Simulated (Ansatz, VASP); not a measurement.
## One calculation of BeTe, two programs

```xyz
2
Lattice="0.0000 2.6832 2.6832 2.6832 0.0000 2.6832 2.6832 2.6832 0.0000" Properties=species:S:1:pos:R:3 pbc="T T T"
Be    0.0000    0.0000    0.0000
Te    2.6832    2.6832    2.6832
```

Alike in both runs: task single point; functional r2SCAN; k mesh 6 × 6 × 6; occupations fermi-dirac, width 0.02 eV; no spin polarisation.

|  | VASP | Ansatz |
| --- | --- | --- |
| version | VASP 6.6.1 | Ansatz 0.2.0 |
| potentials or method | VASP PAW PBE potentials, release 64 (Be, Te) | plane waves |
| plane-wave cutoff (eV) | 520 | 900 |
| valence electrons in the cell | 8 | 18 |

|  | VASP | Ansatz | Ansatz less VASP |
| --- | --- | --- | --- |
| pressure (GPa) | 0.1 | 0.1 | -0.02 |

With one functional, cell and mesh, what is left measures potentials, basis and numerics. The two sets of potentials don't hold the same shells in valence.

Caveats: the PAW data sets were made with another functional, which shifts forces and pressure a little (VASP). Spin-orbit coupling is left out, which matters for the levels of Te.
